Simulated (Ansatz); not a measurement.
Runs of Ansatz 0.2.0 on TaN. The structure is hexagonal, space group P-6m2 (No. 187). Conventional cell: a = 2.938 Å, b = 2.938 Å, c = 2.883 Å, α = 90.00°, β = 90.00°, γ = 120.00°. Around Ta (site symmetry -6m2) lie 6 N at 2.23 Å. Around N (site symmetry -6m2) lie 6 Ta at 2.23 Å. 

```tsv
task	level	spin	cell	k mesh	points for each segment of the path	gap on the mesh (eV)	pressure (GPa)	relaxed volume (Å³/atom)
relaxation of cell and atoms	PBE	off	relaxed	10 × 10 × 9	-	none	0.0	10.92
relaxation of cell and atoms	LDA	off	relaxed	7 × 7 × 7	-	none	0.0	(a)
band structure	LDA	SOC, no magnetisation	as given	7 × 7 × 7	14	none	-11.9	-
band structure	LDA	off	as given	7 × 7 × 7	14	none	-11.5	-
```

Alike in all rows: potentials or basis Ansatz PAW; cutoff (eV) 420; smearing fermi-dirac 0.05 eV.

Problem. Estimate the missing entries.

Solution. (a) 10.43.

Caveats: the PAW data sets come from PBE, with cores solved anew for the run's functional, which leaves a small shift of forces and pressure (some runs); the plane-wave basis is chosen anew once the cell has moved, so the energies of steps on either side of that aren't comparable (some runs); spin-orbit coupling is left out, which moves the levels of the heavy elements (some runs).

A k mesh can miss the band edges, and rows without SOC leave out spin-orbit coupling on Ta.

A gap of «none» marks a metal or a gap under the smearing width.
